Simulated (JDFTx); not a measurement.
CsBr under changes of volume

One of the cells (40.468 Å³/atom); the others are scaled copies at fixed shape and fractional positions:

```
CELL_PARAMETERS angstrom
4.32562 0.00000 0.00000
0.00000 4.32562 0.00000
0.00000 0.00000 4.32562
ATOMIC_POSITIONS crystal
Cs 0.00000 0.00000 0.00000
Br 0.50000 0.50000 0.50000
```

The cell comes from a database or a generator and needn't be the stable form of this composition.

- Program: JDFTx 1.7.0 (patched build)
- Functional: LDA
- Potentials or basis: PseudoDojo-SR-LDA-0.4.1-standard with smoothed tails
- Cutoff: 653 eV
- Density cutoff: 5225 eV
- k mesh: 6 × 6 × 6
- Occupations: fermi-dirac, width 0.05 eV
- Spin: no spin polarisation

```csv
volume (Å³/atom),energy over the lowest point (meV/atom),pressure (GPa),gap on the mesh (eV)
38.040,0.00,-1.3,4.26
38.850,7.04,-1.5,4.18
39.659,15.42,-1.8,4.11
40.468,24.94,-2.0,4.03
41.278,35.44,-2.2,3.95
42.087,46.79,-2.3,3.88
42.896,?,?,?
```

Task: What does the run at 42.896 Å³/atom give?

Result: Energy over the lowest point 58.86 meV/atom; pressure -2.5 GPa; gap on the mesh 3.81 eV.

Worked out: A Birch-Murnaghan fit of order 3 (a polynomial in V^(-2/3)) to the other rows has no minimum within the range. It gives 58.84 meV/atom at 42.896 Å³/atom, against the run's 58.86, and -dE/dV = -2.5 GPa, against -2.5. A straight line through the other rows of the gap, of slope -3.77 eV per unit of ln V, extrapolates to 3.81 eV, against the run's 3.81.

Energies are extrapolated to zero smearing.

Caveats: spin-orbit coupling is left out, which moves the levels of the heavy elements.
